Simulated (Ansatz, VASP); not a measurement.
# Ag in VASP and in Ansatz

```
Ag
1.0
    -1.58283    1.58283    1.58283
     1.58283   -1.58283    1.58283
     1.58283    1.58283   -1.58283
Ag
1
Direct
  0.00000 0.00000 0.00000
```

Alike in both runs: functional LDA; k mesh 17 × 17 × 17; occupations fermi-dirac, width 0.1 eV; no spin polarisation.

Ansatz relaxed the structure, and its values are those at the end. VASP's run is a single point on that final structure, the one shown.

```csv
,VASP,Ansatz
version,VASP 6.6.1,Ansatz 0.2.0
potentials or method,"VASP PAW LDA potentials, release 64 (Ag), cutoff 520 eV","all-electron LAPW, scalar-relativistic"
```

```csv
,VASP,Ansatz,Ansatz less VASP
pressure (GPa),2.3,2.2,-0.13
```

Ansatz ran all-electron here, so the differences hold the error of VASP's frozen core and of both bases.
